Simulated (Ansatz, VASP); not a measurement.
AgCl (Chlorargyrite) in VASP and in Ansatz

```xyz
2
Lattice="0.0000 2.7350 2.7350 2.7350 0.0000 2.7350 2.7350 2.7350 0.0000" Properties=species:S:1:pos:R:3 pbc="T T T"
Ag    0.0000    0.0000    0.0000
Cl    2.7350    2.7350    2.7350
```

Alike in both runs: task single point; functional PBE; k mesh 6 × 6 × 6; occupations gaussian, width 0.1 eV; no spin polarisation.

|  | VASP | Ansatz |
| --- | --- | --- |
| version | VASP 6.6.1 | Ansatz 0.2.0 |
| potentials or method | VASP PAW PBE potentials, release 64 (Ag, Cl) | scalar-relativistic, plane waves, PAW |
| plane-wave cutoff (eV) | 520 | 420 |
| valence electrons in the cell | 18 | 26 |

```csv
,VASP,Ansatz,Ansatz less VASP
gap on the k mesh at the Fermi level (eV),0.90,0.90,+0.003
least direct gap on the mesh (eV),3.40,3.40,-0.002
pressure (GPa),3.8,3.9,+0.16
```

The two sets of potentials don't hold the same shells in valence.

A k mesh can miss the band edges. A hybrid or GW would open this gap; PBE tends to underestimate it.
